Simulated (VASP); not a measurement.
Wanted: the native input for a VASP 6.6.1 run.

- Task: single point
- Functional: r2SCAN
- Potentials or basis: VASP PAW PBE potentials, release 64 (Cd, S)
- Cutoff: 520 eV
- k mesh: 8 × 8 × 8
- Occupations: gaussian, width 0.05 eV
- Spin: no spin polarisation
- Dipole correction: no
- Further INCAR settings: ALGO = Normal; EDIFF = 1e-07; NBANDS = 16

CdS:

```xyz
2
Lattice="0.0000 3.1428 2.9100 3.1428 0.0000 2.9100 3.1428 3.1428 0.0000" Properties=species:S:1:pos:R:3 pbc="T T T"
Cd    0.0000    0.0000    0.0000
S     4.7142    4.7142    4.3650
```

Measurements of this composition are mostly on another form, of space group No. 186.

The cell isn't the ideal one: strain +0.080 along x and y, +0.000 along z, atoms carried along.

One way to write it, as run:

POSCAR

```
CdS
1.0
    0.0000000000      3.1428000000      2.9100000000
    3.1428000000      0.0000000000      2.9100000000
    3.1428000000      3.1428000000      0.0000000000
Cd S
1 1
Direct
    0.0000000000      0.0000000000      0.0000000000
    0.7500000000      0.7500000000      0.7500000000
```

INCAR.step1

```
PREC = Accurate ; ENCUT = 520
ISMEAR = 0 ; SIGMA = 0.05
LREAL = F ; LASPH = T
NELM = 100 ; NBANDS = 16
GGA = PE ; ALGO = Normal
EDIFF = 1E-4 ; LWAVE = T
LCHARG = F
```

INCAR.step2

```
PREC = Accurate ; ENCUT = 520
EDIFF = 1E-7 ; ISMEAR = 0
SIGMA = 0.05 ; LREAL = F
LASPH = T ; NELM = 100
ALGO = Normal ; ISIF = 2
LWAVE = F ; LCHARG = F
METAGGA = R2SCAN ; LMIXTAU = T
NBANDS = 16 ; ISTART = 1
```

KPOINTS

```
Automatic mesh
0
Gamma
  8 8 8
```

Potentials or basis: VASP PAW PBE potentials, release 64 (Cd, S).

Run with:

```sh
$ cat potpaw_PBE.64/Cd/POTCAR potpaw_PBE.64/S/POTCAR > POTCAR
$ cp INCAR.step1 INCAR
$ mpirun -np 1 vasp_std > vasp.out
$ cp INCAR.step2 INCAR
$ mpirun -np 1 vasp_std > vasp.out
```

It gave:

```yaml
Pressure: -5.6 GPa
Band_gap_on_the_k_mesh: 1.11 eV, direct
```

Caveat: the PAW data sets were made with another functional, which shifts forces and pressure a little.

It took 2.7 min on 1 thread of Intel(R) Xeon(R) Platinum 8488C (Sapphire Rapids), on a shared host, peak memory 0.22 GiB.
